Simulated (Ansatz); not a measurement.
Bulk crystal (MgO) after relaxation:

```
Mg O
1.0
     0.00000    2.10211    2.10211
     2.10211    0.00000    2.10211
     2.10211    2.10211    0.00000
Mg O
1 1
Direct
  0.00000 0.00000 0.00000
  0.50000 0.50000 0.50000
```

Miller indices refer to the conventional cell of Fm-3m (No. 225), a = 4.204 Å, b = 4.204 Å, c = 4.204 Å, α = 90.00°, β = 90.00°, γ = 90.00°. The bulk's gap is 5.69 eV.

The (100) slab of 6 planes, 10.5 Å thick with 15 Å of vacuum as cut; outer planes MgO (top) and MgO (bottom).

Method: Ansatz, DFT r2SCAN, scalar-relativistic, plane waves, PAW. Settings: cutoff 500 eV, Γ-centred mesh 9×9×1 on the computed 12-atom cell, Gaussian smearing of 0.05 eV; no spin polarisation. A dipole correction removes the field between periodic images along c.

Results for the relaxed slab:

```json
{
 "Surface energy (mean of both faces)": "1.09 J/m²",
 "Gap of the slab on the mesh": "4.31 eV",
 "Bulk valence band top under the vacuum level": "5.42 eV",
 "Bulk conduction band bottom under the vacuum level": "-0.27 eV"
}
```

Relaxation lowers the energy by 0.017 J/m² a face; the largest move is 0.023 Å.

| plane (bottom to top) | atoms | spacing to next, bulk (Å) | relaxed (Å) | change (%) | rumpling (Å) |
| --- | --- | --- | --- | --- | --- |
| 1 | MgO | 2.102 | 2.103 | 0.0 | 0.043 |
| 2 | MgO | 2.102 | 2.103 | 0.0 | 0.008 |
| 3 | MgO | 2.102 | 2.102 | 0.0 | 0.001 |
| 4 | MgO | 2.102 | 2.103 | 0.0 | 0.001 |
| 5 | MgO | 2.102 | 2.103 | 0.0 | 0.008 |
| 6 | MgO |  |  |  | 0.043 |

An odd mesh misses points on the zone edge, so a gap read on it can be too wide.